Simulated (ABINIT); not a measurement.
Crystal: Sb.

```
Sb
1.0
     3.35453    0.00000    0.00000
    -1.67727    2.90511    0.00000
     0.00000    0.00000    5.47016
Sb
2
Cartesian
  1.6773 0.9684 4.1026
  0.0000 1.9367 1.3675
```

This isn't the form of Sb at room conditions, which is rhombohedral.

| Quantity | Value |
| --- | --- |
| Program | ABINIT 10.8.3 (patched build) |
| Task | relaxation of cell and atoms |
| Functional | PBEsol |
| Potentials or basis | JTH PAW PBE v2.0 |
| Cutoff | 517 eV |
| k mesh | 9 × 9 × 5 |
| Occupations | fermi-dirac, width 0.05 eV |
| Spin | no spin polarisation |

At the start: pressure -1.6 GPa; volume 26.65 Å³/atom.

Problem. Where does the relaxation end?

Solution. Over 12 steps the energy falls by 3.6 meV/atom and the volume is 26.06 Å³/atom (-2.2 %); space group P6_3/mmc (No. 194, to 0.05 Å).

Step by step:
```
step  energy change (eV)  largest force (eV/Å)  pressure (GPa)  volume (Å³)
   1              0.0000                0.0000           -1.56        53.31
   2             -0.0023                0.0000           -1.27        53.05
   3             -0.0066                0.0000            0.06        51.96
   4             -0.0066                0.0000            0.00        52.00
   5             -0.0066                0.0000           -0.01        52.01
   6             -0.0066                0.0000           -0.08        52.09
   7             -0.0068                0.0000           -0.19        52.20
   8             -0.0062                0.0000            0.06        51.94
   9             -0.0072                0.0000           -0.22        52.28
  10             -0.0072                0.0000           -0.12        52.19
  11             -0.0073                0.0000           -0.03        52.13
  12             -0.0073                0.0000            0.00        52.11
```

Final structure:
```
CELL_PARAMETERS angstrom
3.35576 0.00000 0.00000
-1.67788 2.90618 0.00000
0.00000 0.00000 5.34341
ATOMIC_POSITIONS crystal
Sb 0.66667 0.33333 0.75000
Sb 0.33333 0.66667 0.25000
```

Caveat: the PAW data sets were made with another functional, which shifts forces and pressure a little.
